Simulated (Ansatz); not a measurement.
**From formation energies to a reaction energy: Ga2P**

Level of theory: DFT PBE, scalar-relativistic, plane waves, PAW in Ansatz. All cells share a 420 eV cutoff and Γ-centred k meshes spaced at most about 0.3 Å⁻¹ (about 0.25 or finer for metals, 2π included). No spin polarisation.

Energies over the elements count from the elements' standard structures at the same level, with no fitted energy shifts. The references include black phosphorus.

All energies are static (0 K, no zero-point motion). In Ga2P P-4m2 an odd number of electrons in the primitive cell allows no gap without spin; a larger cell or a magnetic state could open one. The reference form of P is held partly by dispersion forces, which this level lacks.

A trial structure of Ga2P (reached from: Ta2H type (P-4m2); relaxed: space group P-4m2 (No. 115), a = 3.706 Å, c = 4.388 Å) has a formation energy of 0.039 eV/atom. At its composition the lowest mixture among the elements and 1 reference phase computed alike (others may be missing) consists of these:

| phase | source | ΔE_f (eV/atom) |
| --- | --- | --- |
| Ga (solid) | element | -0.001 |
| GaP (F-43m) | Materials Project | -0.432 |

The lowest database cell of Ga (-0.001) lies slightly below the reference, hence the non-zero entry.

Question: Write the balanced decomposition and find its energy per atom, per formula unit and per mole of formula units.

Answer: Balancing Ga and P gives Ga2P → Ga + GaP. The left side holds 3 atoms, and the products take 1/3 (Ga) and 2/3 (GaP) of them. The mixture therefore lies at 1/3 × (-0.001) + 2/3 × (-0.432) = -0.288 eV/atom. The reaction energy is -0.288 − (0.039) = -0.327 eV/atom. Times 3 atoms that is -0.981 eV per Ga2P, and times 96.485 it is -95 kJ per mole of Ga2P. Decomposition is downhill, so the trial structure is unstable against this mixture.
